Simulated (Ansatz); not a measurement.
The system is V.

```
V
1.0
     2.60429    0.00000    0.00000
    -1.30215    2.25538    0.00000
     0.00000    0.00000    4.72334
V
2
Direct
  0.33333 0.66667 0.25000
  0.66667 0.33333 0.75000
```

This isn't the form of V at room conditions, which is bcc.

* Program: Ansatz 0.2.0
* Task: relaxation of cell and atoms
* Functional: PBE
* Dispersion: D3(BJ)-ATM
* Potentials or basis: Ansatz PAW
* Cutoff: 420 eV (not typed: the program's choice for these potentials)
* k mesh: 12 × 12 × 6
* Occupations: fermi-dirac, width 0.05 eV
* Spin: collinear spin, ferromagnetic start
* Starting moments: [2.0, 2.0] μB

At the start: volume 13.87 Å³/atom.

Q: Where does the relaxation end?

A: It ends after 6 steps and the volume is 13.33 Å³/atom (-3.9 %); space group P6_3/mmc (No. 194, to 0.05 Å); moment 0.00 μB per cell.

Step by step:
```tsv
step	energy change (eV)	largest force (eV/Å)	volume (Å³)
1	0.0000	0.0000	27.74
2	-0.0204	0.0000	26.33
3	-0.0245	0.0000	26.72
4	-0.0247	0.0000	26.69
5	-0.0247	0.0000	26.67
6	-0.0242	0.0000	26.67
```

Final structure:
```
V
1.0
     2.57494    0.00000    0.00000
    -1.28747    2.22996    0.00000
     0.00000    0.00000    4.64440
V
2
Direct
  0.33333 0.66667 0.25000
  0.66667 0.33333 0.75000
```

Caveat: the plane-wave basis is chosen anew once the cell has moved, so the energies of steps on either side of that aren't comparable; pairwise dispersion overbinds metals, which lowers pressure and volume; the starting moments weren't kept.
